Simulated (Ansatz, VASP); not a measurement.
## ZnS in two plane-wave programs

One calculation is typed for both programs; each brings its own data sets and cutoff. How far apart do they land?

Main program and level: Ansatz 0.2.0; plane waves, with VASP 6.6.1 beside it; single point at LDA.

The database entry behind the starting cell differs from later determinations by our own check (about 0.1 % short), so it need not match the best structure at ambient conditions.

## 1. Set-up

Symmetry: F-43m, No. 216, cubic system. The conventional cell has a = 5.404 Å, b = 5.404 Å, c = 5.404 Å, α = 90.00°, β = 90.00°, γ = 90.00°. Nearest to Zn lie 4 S at 2.34 Å. Nearest to S lie 4 Zn at 2.34 Å. Farther neighbours and most contacts between anions are not listed.

## 2. Ansatz: single point, LDA

Ansatz runs on its default PAW (the set named soft_2) files.

A single point gives forces, pressure and levels at one fixed geometry, so differences don't come from the geometry; what else differs is listed under the comparison.

input.yaml reads:

```yaml
crystal:
  lattice:
    - [0.0, 2.702, 2.702]
    - [2.702, 0.0, 2.702]
    - [2.702, 2.702, 0.0]
  atoms:
    - { symbol: Zn, position: [0.75, 0.75, 0.75] }
    - { symbol: S, position: [0.0, 0.0, 0.0] }
hamiltonian:
  xc: lda
  pseudopotentials: { kind: paw }
kpoints:
  mp_grid: { grid: [7, 7, 7] }
scf:
  occupations: { method: gaussian, width: 0.01 }
  n_extra_bands: 4
output:
  forces: true
  stress: true
  eigenvalues: true
```

On the command line:

```sh
$ ansatz run input.yaml --threads 2 --pin off --max-ram 4608MiB --backend cpu --events-out ev --progress --plain --runs-dir out
```

Numbers of over 12 decimals in the logs are rounded to 6 here.

Output:

```text
scf.n_extra_bands = 4 over 9 filled bands (N_el = 18.0): the run solves 13 bands
Engine: ansatz 0.2.0, aarch64-unknown-linux-gnu
Pseudopotentials: kind: paw
Pseudopotential: Zn, paw, valence charge 12, recommended cutoff 420 eV (normal), Zn.paw.azcp
Pseudopotential: S, paw, valence charge 6, recommended cutoff 420 eV (normal), S.paw.azcp
Functional definition: SPW92
  exchange = slater_x
  correlation = pw_c
Crystal: 2 atoms, lattice volume = 39.454 Å³
Basis set: ecut = 420 eV, 749 PW (Γ)
Bands: 13, of which v1, the nominal top of the filled ones, is band 9 counted from 1 (8 counted from 0)
Symmetry: 24 space group operations
Space group: F-43m (ITA 216), of the structure as read, at distance tolerance 3.4e-5 Å
k-points: 20 of 343 (time reversal used)
Non-local potential: Zn, projectors of the file, l = 0: 2, l = 1: 2, l = 2: 3, l = 3: 1
Non-local potential: S, projectors of the file, l = 0: 2, l = 1: 2, l = 2: 2
PAW form: soft (Blöchl's): semilocal exchange-correlation on the pseudo side does not see the compensation charge
PAW frozen core: Zn, regenerated for the run's functional, and the local potential with it (the file was generated under x = pbe(κ = 0.804, μ = 0.219515), c = pbe(β = 0.066725))
PAW frozen core: S, regenerated for the run's functional, and the local potential with it (the file was generated under x = pbe(κ = 0.804, μ = 0.219515), c = pbe(β = 0.066725))
PAW one-centre angular grid: Zn, 590 points (default); XC on 64 Gauss nodes
PAW one-centre angular grid: S, 110 points (default); XC on 64 Gauss nodes
Initial density: superposition of atomic densities (neutral atoms: chi_scale 0, normalization atom), corrected by the library's trained network
Initial wavefunctions: pseudopotential atomic-orbital guess
Functional: x = slater, c = lda
SCF iter   1: F=—  HF=-4117.410058 eV  |F-HF|=—  |Δ(HF+E_count)|=         —  Δρ=7.12e-3  dr2=1.95e-2  ethr=1.77e-3  ⟨swp⟩=5.7  Hψ=1568  notcnv=0
preconditioner: auto → none  [insulator: Δε(μ)=1.784 eV  Ē_g=12.112 eV  σ=0.010 eV  W_gap=1.00  n_scr=14 (ndim 8)  ℏωp=25.1 eV  f_vac=0.026  D(μ)=0.00/eV (n_scr^D=0)  ε∞_Penn≈5.3]
SCF iter   2: F=—  HF=-4117.404044 eV  |F-HF|=—  |Δ(HF+E_count)|=   6.01e-3  Δρ=2.37e-3  dr2=1.05e-3  ethr=1.08e-4  ⟨swp⟩=3.0  Hψ=677  notcnv=0
SCF iter   3: F=—  HF=-4117.403747 eV  |F-HF|=—  |Δ(HF+E_count)|=   2.97e-4  Δρ=1.12e-3  dr2=2.28e-4  ethr=5.84e-6  ⟨swp⟩=3.0  Hψ=519  notcnv=0
SCF iter   4: F=—  HF=-4117.403711 eV  |F-HF|=—  |Δ(HF+E_count)|=   3.64e-5  Δρ=3.74e-4  dr2=3.61e-5  ethr=1.27e-6  ⟨swp⟩=2.0  Hψ=389  notcnv=0
SCF iter   5: F=—  HF=-4117.403695 eV  |F-HF|=—  |Δ(HF+E_count)|=   1.62e-5  Δρ=3.36e-5  dr2=4.94e-7  ethr=2.01e-7  ⟨swp⟩=2.0  Hψ=420  notcnv=0
SCF iter   6: F=-4117.403694 eV  HF=-4117.403694 eV  |F-HF|=1.78e-8  |Δ(HF+E_count)|=   1.66e-7  Δρ=9.59e-6  dr2=1.81e-8  ethr=5.56e-10  ⟨swp⟩=5.2  Hψ=1256  notcnv=0
SCF 1 converged in 6 iterations: F = -4117.403694 eV  dr2 = 1.81e-8
  greatest PAW one-centre occupation: 0.984 electrons in one spin orbital (limit 2), on the Zn atom at site 0 (counted from 0), in its partial waves of l = 2
SCF converged after 6 iterations
Free energy (F): -4117.403694 eV
Harris-Foulkes:  -4117.403694 eV  (|F-HF|=1.78e-8)
Internal energy: -4117.403694 eV  (E = F + TS)
E sigma→0 (E₀):  -4117.403694 eV
Fermi energy:    6.436235 eV
--- Per-component energies (eV) ---
  E_band       = -1.746565
  E_kinetic    = 238.585138
  E_local      = -2045.863758  (includes V_loc(G=0)·N_el)
  E_nonlocal   = 646.377007
  E_hartree    = 852.124434
  E_xc         = -231.596098
  E_vxc        = -141.054697  (∫ρ·V_xc dr)
  E_paw        = -2325.361101  (= ΣΔE_a)
  E_vpaw       = -404.042774  (= ΣTr[D̂ρ^β])
  E_aug_tail   = -0.000361  (compensation charges beyond the density's cutoff)
  E_ewald      = -1253.379294
  E_core_change = 1.710339  (= ΣΔE_core)
  E_smearing   = -0.000000  (= −TS)
  E_closure    = 0.000000  (closes the sum)
  Σ components = -4117.403694   (vs F -4117.403694, Δ=0.00e0)
--- Forces (eV/Å), atoms counted from 1 ---
  atom   1  Zn     0.00000000    -0.00000000     0.00000000
  atom   2  S     -0.00000000    -0.00000000    -0.00000000
  max |Σ_I F_I| component: 3.70e-17 eV/Å
--- Stress (GPa, compression-positive) ---
       -4.548342       0.000000      -0.000000
       -0.000000      -4.548342       0.000000
        0.000000       0.000000      -4.548342
  P = ⅓ Tr σ = -4.5483 GPa (-45.483 kbar)
--- Band table (eV; the first three rows and the last of 20) ---
  k-point 0: bands = [... 5 lower, -0.4950, 5.5075, 5.5075, 5.5075, 7.3649, 11.7274, 11.7274, 11.7274]
  k-point 1: bands = [... 5 lower, -0.4970, 4.0946, 5.3162, 5.3162, 8.3607, 11.6311, 12.0450, 12.0450]
  k-point 2: bands = [... 5 lower, -0.4901, 2.1210, 4.9372, 4.9372, 8.7651, 12.3875, 12.3875, 12.5939]
  k-point 19: bands = [... 5 lower, -0.1209, 0.8229, 2.4002, 3.3101, 10.4252, 11.5576, 13.2694, 14.2121]
```

The job ended after 0.83 s (2 threads of Arm Neoverse V1, shared host; peak memory 0.28 GiB).

In the SCF lines HF is the Harris–Foulkes energy and dr2 the Hartree energy of the density residual, in eV; the loop may stop once dr2 is under the threshold and the program's other checks hold. Hψ counts applications of the Hamiltonian.

The run ends at a pressure of -4.55 GPa.

## 3. VASP: single point, LDA

The same cell, functional (in two slightly different forms), mesh and smearing now go to VASP, with its own data sets and cutoff.

Lines of VASP's logs that name or quote its potential files are left out, and so is its time.

INCAR reads:

```
SYSTEM = ZnS
PREC = Accurate
ENCUT = 400
EDIFF = 1E-07
NELM = 100
ISMEAR = 0
SIGMA = 0.01
LREAL = .FALSE.
ALGO = Normal
GGA = CA
NBANDS = 15
LORBIT = 11
LWAVE = .FALSE.
LCHARG = .FALSE.
KPAR = 2
```

POSCAR reads:

```
ZnS
1.0
    0.0000000000      2.7020000000      2.7020000000
    2.7020000000      0.0000000000      2.7020000000
    2.7020000000      2.7020000000      0.0000000000
Zn S
1 1
Direct
    0.7500000000      0.7500000000      0.7500000000
    0.0000000000      0.0000000000      0.0000000000
```

KPOINTS reads:

```
Automatic mesh
0
Gamma
7 7 7
0 0 0
```

Potentials, in the order of the species: Zn and S (PBE family, release 64).

On the command line:

```sh
$ mpirun -np 2 vasp_std
```

Output:

```text
[banner, memory and clock lines left out]
running    2 mpi-ranks, on    1 nodes
 distrk:  each k-point on    1 cores,    2 groups
 distr:  one band on    1 cores,    1 groups

 POSCAR found type information on POSCAR ZnS
 POSCAR found :  2 types and       2 ions
|                                                                             |
|               ----> ADVICE to this user running VASP <----                  |
|                                                                             |
|     You enforced a specific xc type in the INCAR file but a different       |
|     [... a line on the potential file left out ...]
|     I HOPE YOU KNOW WHAT YOU ARE DOING!                                     |
|                                                                             |

 LDA part: xc-table for (Slater(with rela. corr.)+CA(PZ))
 , standard interpolation
 POSCAR, INCAR and KPOINTS ok, starting setup
 FFT: planning ... GRIDC
 FFT: planning ... GRID_SOFT
 FFT: planning ... GRID
 WAVECAR not read
 entering main loop
       N       E                     dE             d eps       ncg     rms          rms(c)
DAV:   1     0.703026286959E+02    0.70303E+02   -0.73517E+03   600   0.117E+03
DAV:   2    -0.398555130732E+01   -0.74288E+02   -0.70274E+02   684   0.233E+02
DAV:   3    -0.859275058278E+01   -0.46072E+01   -0.45816E+01   719   0.583E+01
DAV:   4    -0.863720105968E+01   -0.44450E-01   -0.44441E-01   719   0.595E+00
DAV:   5    -0.863770771625E+01   -0.50666E-03   -0.50665E-03   740   0.612E-01    0.614E+00
DAV:   6    -0.822834639396E+01    0.40936E+00   -0.96678E-01   834   0.369E+01    0.485E+00
DAV:   7    -0.820925355570E+01    0.19093E-01   -0.24862E-01   705   0.536E+00    0.235E+00
DAV:   8    -0.820384718463E+01    0.54064E-02   -0.53936E-03   734   0.834E-01    0.610E-01
DAV:   9    -0.820332632101E+01    0.52086E-03   -0.88233E-04   735   0.277E-01    0.832E-02
DAV:  10    -0.820334807250E+01   -0.21751E-04   -0.10258E-04   801   0.132E-01    0.245E-02
DAV:  11    -0.820334586159E+01    0.22109E-05   -0.29583E-05   719   0.953E-02    0.704E-03
DAV:  12    -0.820334588012E+01   -0.18525E-07   -0.19596E-06   942   0.285E-02    0.324E-03
DAV:  13    -0.820334580945E+01    0.70661E-07   -0.34377E-07   661   0.640E-03
   1 F= -.82033458E+01 E0= -.82033458E+01  d E =-.201324E-72
```

OUTCAR, selected parts (step 3):

```text
ion  position               nearest neighbor table
   1  0.750  0.750  0.750-   2 2.34   2 2.34   2 2.34   2 2.34
   2  0.000  0.000  0.000-   1 2.34   1 2.34   1 2.34   1 2.34

  LATTYP: Found a face centered cubic cell.
 ALAT       =     5.4040000000

 Subroutine GETGRP returns: Found 24 space group operations
 (whereof 24 operations were pure point group operations)

The static configuration has the point symmetry T_d .

 Found     20 irreducible k-points:

   k-points           NKPTS =     20   k-points in BZ     NKDIM =     20   number of bands    NBANDS=     15

   dimension x,y,z NGX =    28 NGY =   28 NGZ =   28
   dimension x,y,z NGXF=    56 NGYF=   56 NGZF=   56

   ENCUT  =  400.0 eV  29.40 Ry    5.42 a.u.   6.23  6.23  6.23*2*pi/ulx,y,z

   NELECT =      18.0000    total number of electrons

 k-points in reciprocal lattice and weights: Automatic mesh
   0.00000000  0.00000000  0.00000000       0.003
   0.14285714  0.00000000  0.00000000       0.023
   0.28571429  0.00000000  0.00000000       0.023
   0.42857143  0.00000000  0.00000000       0.023
   0.14285714  0.14285714  0.00000000       0.017
   0.28571429  0.14285714  0.00000000       0.070
   0.42857143  0.14285714  0.00000000       0.070
  -0.42857143  0.14285714  0.00000000       0.070
  -0.28571429  0.14285714  0.00000000       0.070
[...]
-0.42857143  0.42857143  0.14285714       0.070
  -0.28571429  0.42857143  0.14285714       0.070

 average (electrostatic) potential at core
       1 -35.9385       2 -88.6882

 E-fermi :   1.9756

 k-point     1 :       0.0000    0.0000    0.0000
  band No.  band energies     occupation
    ...
      5      -4.1391      2.00000
      6      -4.1391      2.00000
      7       1.8501      2.00000
      8       1.8501      2.00000
      9       1.8501      2.00000
     10       3.7320      0.00000
     11       8.1149      0.00000
     12       8.1149      0.00000
     13       8.1149      0.00000
     14      13.3523      0.00000
    ...

 k-point     2 :       0.1429    0.0000    0.0000
  band No.  band energies     occupation
    ...
      5      -4.1411      2.00000
      6      -4.1411      2.00000
      7       0.4388      2.00000
      8       1.6582      2.00000
      9       1.6582      2.00000
     10       4.7250      0.00000
     11       8.0145      0.00000
     12       8.4353      0.00000
     13       8.4353      0.00000
     14      12.8919      0.00000
    ...

 k-point     3 :       0.2857    0.0000    0.0000
  band No.  band energies     occupation
    ...
      5      -4.1343      2.00000
      6      -4.1343      2.00000
      7      -1.5368      2.00000
      8       1.2782      2.00000
      9       1.2782      2.00000
     10       5.1301      0.00000
     11       8.7792      0.00000
     12       8.7792      0.00000
     13       8.9712      0.00000
     14      12.9611      0.00000
    ...

  Total       -1.0888188     -1.0888188     -1.0888188      0.0000000     -0.0000000      0.0000000
  in kB      -44.2160719    -44.2160719    -44.2160719      0.0000000     -0.0000000      0.0000000
  external PRESSURE =     -44.2160719 kB  Pullay stress =       0.0000000 kB

  energy-cutoff  :      400.00
  volume of cell :       39.45
      direct lattice vectors                 reciprocal lattice vectors
     0.000000000  2.702000000  2.702000000    -0.185048113  0.185048113  0.185048113
     2.702000000  0.000000000  2.702000000     0.185048113 -0.185048113  0.185048113
     2.702000000  2.702000000  0.000000000     0.185048113  0.185048113 -0.185048113

 POSITION                                       TOTAL-FORCE (eV/Angst)
 -----------------------------------------------------------------------------------
      4.05300      4.05300      4.05300         0.000000      0.000000      0.000000
      0.00000      0.00000      0.00000        -0.000000     -0.000000     -0.000000
 -----------------------------------------------------------------------------------
    total drift:                                0.000000      0.000000      0.000000

  FREE ENERGIE OF THE ION-ELECTRON SYSTEM (eV)
  ---------------------------------------------------
  free  energy   TOTEN  =        -8.2033458095 eV

  energy  without entropy=       -8.2033458095  energy(sigma->0) =       -8.20334581

 total charge
# of ion       s       p       d       tot
------------------------------------------
    1        0.537   0.489   9.803  10.830
    2        1.306   2.392   0.000   3.698
--------------------------------------------------
tot          1.843   2.882   9.803  14.528

[... 3 further parts left out ...]
```

The run ends at a pressure of -4.42 GPa.

## 4. Differences

Known differences besides the potentials themselves: the two LDA forms differ slightly; the cutoff is 420 eV in Ansatz and 400 eV in VASP; Ansatz makes its cores anew for this functional, VASP keeps those of its PBE data sets; VASP's log shows a relativistic correction to its local exchange, Ansatz's none. Total energies have different zeros and are not compared.

Compared:

| quantity | Ansatz | VASP | difference |
| --- | --- | --- | --- |
| pressure (GPa) | -4.55 | -4.42 | -0.13 |
| gap on the k mesh (eV) | 1.857 | 1.882 | -0.024 |

A gap on the mesh is an upper bound, since the band edges may lie between its points. Ansatz's pressure holds a Pulay correction of 0.05 GPa; VASP's holds none.

## 5. Summary of results

```json
{
 "difference in gap on the k mesh (single point, LDA)": "-0.024 eV"
}
```

What this shows: The difference in gap on the k mesh is -0.024 eV (single point, LDA), within the 0.08 eV picked in this series as the mark of a large difference. Such differences can come from data sets, numerical settings and the points named under the comparisons, not from the functional's error against experiment.

[Lines on the potential files, build, host, timing and source positions are cut from VASP's logs without a mark.]

[Logs are printed without paths, hosts, clocks, repeated set-up lines and the standing remarks that a program may print on its own settings, such as how far it seeks lower states.]

[Hosts, paths, dates, database ids (printed as entryN), source tags and the programs' standing remarks are cut or masked in the printed files.]
